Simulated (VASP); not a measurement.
A run of VASP 6.6.1:

Contents of INCAR:

```
  PREC = Accurate
  ENCUT = 520
  EDIFF = 1E-7
  ISMEAR = -1
  SIGMA = 0.05
  LREAL = F
  LASPH = T
  NELM = 80
  ALGO = Normal
  ISIF = 2
  LWAVE = F
  LCHARG = F
  LMAXMIX = 4
  METAGGA = MS2
  LMIXTAU = T
```

File KPOINTS:

```
regular mesh
0
Gamma
  12 12 12
```

File POSCAR:

```
Pd
1.0
    0.0000000000      1.9465000000      1.9465000000
    1.9465000000      0.0000000000      1.9465000000
    1.9465000000      1.9465000000      0.0000000000
Pd
1
Direct
    0.0000000000      0.0000000000      0.0000000000
```

The input KPOINTS_OPT:

```
path GXWKGLUWLK,UX
10
line-mode
reciprocal
 0.0000000000  0.0000000000  0.0000000000  G
 0.5000000000  0.0000000000  0.5000000000  X

 0.5000000000  0.0000000000  0.5000000000  X
 0.5000000000  0.2500000000  0.7500000000  W

 0.5000000000  0.2500000000  0.7500000000  W
 0.3750000000  0.3750000000  0.7500000000  K

 0.3750000000  0.3750000000  0.7500000000  K
 0.0000000000  0.0000000000  0.0000000000  G

 0.0000000000  0.0000000000  0.0000000000  G
 0.5000000000  0.5000000000  0.5000000000  L

 0.5000000000  0.5000000000  0.5000000000  L
 0.6250000000  0.2500000000  0.6250000000  U

 0.6250000000  0.2500000000  0.6250000000  U
 0.5000000000  0.2500000000  0.7500000000  W

 0.5000000000  0.2500000000  0.7500000000  W
 0.5000000000  0.5000000000  0.5000000000  L

 0.5000000000  0.5000000000  0.5000000000  L
 0.3750000000  0.3750000000  0.7500000000  K

 0.6250000000  0.2500000000  0.6250000000  U
 0.5000000000  0.0000000000  0.5000000000  X
```

Potentials or basis: VASP PAW PBE potentials, release 64 (Pd).

Run with:

```sh
$ cat potpaw_PBE.64/Pd/POTCAR > POTCAR
$ mpirun -np 1 vasp_std > vasp.out
```

Hardware: 1 thread of Intel(R) Xeon(R) 6975P-C (Granite Rapids) (shared host).

Problem. Estimate the wall time of this run.

Solution. It took 29 s on 1 thread of Intel(R) Xeon(R) 6975P-C (Granite Rapids) (shared host), peak memory 0.13 GiB. Counts: scf iterations 33, k points 72.
